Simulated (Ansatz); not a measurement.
A plane-wave DFT run in Ansatz 0.2.0 (scalar-relativistic PAW potentials unless the input names others): input and command.

```yaml
crystal:
  lattice:
    - [0.2747307082, 0.0, -5.6051095939]
    - [-3.9643020236, 0.0, -0.1970743489]
    - [0.0, 11.9041653747, 0.0]
  atoms:
    - { symbol: Ag, position: [0.7496128364, 0.7496524541, 0.0833333333] }
    - { symbol: Ag, position: [0.7496128364, 0.7496524541, 0.4166666667] }
    - { symbol: Ag, position: [0.7496128364, 0.7496524541, 0.75] }
    - { symbol: Ag, position: [0.2503871636, 0.2503475459, 0.25] }
    - { symbol: Ag, position: [0.2503871636, 0.2503475459, 0.5833333333] }
    - { symbol: Ag, position: [0.2503871636, 0.2503475459, 0.9166666667] }
    - { symbol: Cl, position: [0.7502897868, 0.250054326, 0.25] }
    - { symbol: Cl, position: [0.7502897868, 0.250054326, 0.5833333333] }
    - { symbol: Cl, position: [0.7502897868, 0.250054326, 0.9166666667] }
    - { symbol: Cl, position: [0.2497102132, 0.749945674, 0.0833333333] }
    - { symbol: Cl, position: [0.2497102132, 0.749945674, 0.4166666667] }
    - { symbol: Cl, position: [0.2497102132, 0.749945674, 0.75] }
kpoints:
  mp_grid: { grid: [5, 7, 3] }
hamiltonian:
  xc: rpbe
scf:
  occupations: { method: gaussian, width: 0.05 }
  n_extra_bands: 32
output:
  forces: true
  eigenvalues: true
  stress: true
```

```bash
ansatz run input.yaml --threads 2 --pin off --max-ram 5120MiB --backend cpu --events-out ev --progress --plain --runs-dir out
```

Abridged log:
```
Basis set: ecut = 420 eV, 5167 PW (Γ), exchange–correlation on 80×54×160 points (8 copies of the dense FFT grid, shifted against one another)
Bands: 110, of which v1, the nominal top of the filled ones, is band 78 counted from 1 (77 counted from 0)
Symmetry: 12 space group operations
k-points: 36 of 105
SCF iter   1: F=—  HF=-52096.024223 eV  |F-HF|=—  |Δ(HF+E_count)|=         —  Δρ=4.50e-3  dr2=5.41e-2  ethr=1.77e-3  ⟨swp⟩=5.8  Hψ=14619  notcnv=0  defer=221
SCF iter   2: F=—  HF=-52096.016811 eV  |F-HF|=—  |Δ(HF+E_count)|=   7.41e-3  Δρ=1.77e-3  dr2=7.87e-3  ethr=3.47e-5  ⟨swp⟩=2.2  Hψ=6145  notcnv=0  defer=487
SCF iter   3: F=—  HF=-52096.016563 eV  |F-HF|=—  |Δ(HF+E_count)|=   2.48e-4  Δρ=7.50e-4  dr2=1.51e-3  ethr=5.04e-6  ⟨swp⟩=2.0  Hψ=3586  notcnv=0  defer=487
SCF iter   4: F=—  HF=-52096.017123 eV  |F-HF|=—  |Δ(HF+E_count)|=   5.60e-4  Δρ=1.77e-4  dr2=9.39e-5  ethr=9.67e-7  ⟨swp⟩=2.8  Hψ=5364  notcnv=0  defer=487
SCF iter   5: F=—  HF=-52096.017594 eV  |F-HF|=—  |Δ(HF+E_count)|=   4.71e-4  Δρ=5.84e-5  dr2=7.88e-6  ethr=6.02e-8  ⟨swp⟩=2.0  Hψ=4975  notcnv=0  defer=487
SCF iter   6: F=—  HF=-52096.017636 eV  |F-HF|=—  |Δ(HF+E_count)|=   4.25e-5  Δρ=9.56e-6  dr2=2.29e-7  ethr=5.05e-9  ⟨swp⟩=2.0  Hψ=4977  notcnv=0  defer=487
SCF iter   7: F=-52096.017638 eV  HF=-52096.017638 eV  |F-HF|=2.76e-8  |Δ(HF+E_count)|=   1.46e-6  Δρ=2.30e-6  dr2=9.82e-9  ethr=6.41e-11  ⟨swp⟩=13.0  Hψ=21871  notcnv=0
SCF 1 converged in 7 iterations: F = -52096.017638 eV  dr2 = 9.82e-9
SCF converged after 7 iterations
Free energy (F): -52096.017638 eV
Harris-Foulkes:  -52096.017638 eV  (|F-HF|=2.76e-8)
Internal energy: -52096.017638 eV  (E = F + TS)
E sigma→0 (E₀):  -52096.017638 eV
Fermi energy:    8.177022 eV
--- Forces (eV/Å), atoms counted from 1 ---
  atom   1  Ag    -0.00203852     0.00000000    -0.00127463
  atom   2  Ag    -0.00203852     0.00000000    -0.00127463
  atom   3  Ag    -0.00203852     0.00000000    -0.00127463
  atom   4  Ag     0.00203852     0.00000000     0.00127463
  atom   5  Ag     0.00203852     0.00000000     0.00127463
  atom   6  Ag     0.00203852     0.00000000     0.00127463
  atom   7  Cl     0.00220754     0.00000000     0.00239658
  atom   8  Cl     0.00220754     0.00000000     0.00239658
  atom   9  Cl     0.00220754     0.00000000     0.00239658
  atom  10  Cl    -0.00220754     0.00000000    -0.00239658
  atom  11  Cl    -0.00220754     0.00000000    -0.00239658
  atom  12  Cl    -0.00220754     0.00000000    -0.00239658
--- Stress (GPa, compression-positive) ---
        3.033898       0.000000      -0.003943
        0.000000       3.036400       0.000000
       -0.003943       0.000000       3.036156
  P = ⅓ Tr σ = 3.0355 GPa (30.355 kbar)
```

Apart from outputs, the input differs from a reference run on usual settings in hamiltonian.xc: "pbe" → "rpbe"; scf.n_extra_bands: not typed → 32; basis.ecutwfc: 420 → not typed. The reference, at the same geometry, gave pressure -0.02 GPa, largest force 0.003 eV/Å, gap on the mesh 0.96 eV. This run converged in 7 SCF iterations (reference: 6) with a total energy on another zero, pressure 3.04 GPa, largest force 0.003 eV/Å, gap on the mesh 1.15 eV.

Time: 27 s on 2 threads of Arm Neoverse V1, on a shared host, peak memory 1 GiB.